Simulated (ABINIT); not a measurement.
Here is an ABINIT 10.8.3 (patched build) calculation.

The input run.abi:

```
ndtset 2

pp_dirpath "./"
pseudos "Te.GGA_PBE-JTH.xml, Be.GGA_PBE-JTH.xml"

acell 3.9173715678 3.9173715678 3.9173715678 Angstrom
rprim
     0.0000000000     0.7071067812     0.7071067812
     0.7071067812     0.0000000000     0.7071067812
     0.7071067812     0.7071067812     0.0000000000
ntypat 2
znucl 52 4
natom 2
typat 1 2
xred
     0.7500000000     0.7500000000     0.7500000000
     0.0000000000     0.0000000000     0.0000000000

ecut 517.016339 eV
pawecutdg 38.0

ixc -150130

occopt 3
tsmear 0.00183747

nspinor 2
nspden 1
pawspnorb 1

nstep 100

iomode 3
prtwf 0
prteig 0
prtebands 0
enunit 1
prtden1 1

kptopt1 4
ngkpt1 8 8 8
nshiftk1 1
shiftk1 0.0 0.0 0.0
nband1 18
tolvrs1 1.0e-9

iscf2 -2
getden2 1
nband2 30
nbdbuf2 8
tolwfr2 1.0e-11
kptopt2 -9
ndivsm2 8
prteig2 1
prtvol2 -3
kptbounds2
     0.0000000000     0.0000000000     0.0000000000
     0.5000000000     0.0000000000     0.5000000000
     0.5000000000     0.2500000000     0.7500000000
     0.3750000000     0.3750000000     0.7500000000
     0.0000000000     0.0000000000     0.0000000000
     0.5000000000     0.5000000000     0.5000000000
     0.6250000000     0.2500000000     0.6250000000
     0.5000000000     0.2500000000     0.7500000000
     0.5000000000     0.5000000000     0.5000000000
     0.3750000000     0.3750000000     0.7500000000
```

Potentials or basis: JTH PAW PBE v2.0.

Launch:

```sh
$ abinit run.abi > log 2>&1
```

What does it give for the band gap on the k mesh?

1.34 eV, indirect (least direct gap 3.22 eV).

Predict the band gap along the path.

1.34 eV, indirect (least direct gap 3.22 eV).

Predict the pressure.

1.8 GPa.

Levels at the corners of the path, in eV from the valence-band top:
| point | band 7 | band 8 | band 9 | band 10 | band 11 | band 12 | band 13 | band 14 |
| --- | --- | --- | --- | --- | --- | --- | --- | --- |
| Γ | 0.00 | 0.00 | 0.00 | 0.00 | 3.22 | 3.22 | 3.32 | 3.32 |
| X | -3.33 | -3.33 | -2.95 | -2.95 | 1.34 | 1.34 | 2.17 | 2.17 |
| W | -4.58 | -4.15 | -3.80 | -3.75 | 4.84 | 4.87 | 5.23 | 5.23 |
| K | -4.67 | -4.41 | -2.70 | -2.68 | 2.16 | 2.19 | 4.95 | 5.04 |
| Γ | 0.00 | 0.00 | 0.00 | 0.00 | 3.22 | 3.22 | 3.32 | 3.32 |
| L | -1.76 | -1.76 | -1.26 | -1.26 | 2.85 | 2.85 | 4.18 | 4.18 |
| U | -4.67 | -4.41 | -2.70 | -2.68 | 2.16 | 2.19 | 4.95 | 5.04 |
| W | -4.58 | -4.15 | -3.80 | -3.75 | 4.84 | 4.87 | 5.23 | 5.23 |
| L | -1.76 | -1.76 | -1.26 | -1.26 | 2.85 | 2.85 | 4.18 | 4.18 |
| K | -4.67 | -4.41 | -2.70 | -2.68 | 2.16 | 2.19 | 4.95 | 5.04 |

Caveat: the PAW data sets were made with another functional, which shifts forces and pressure a little.
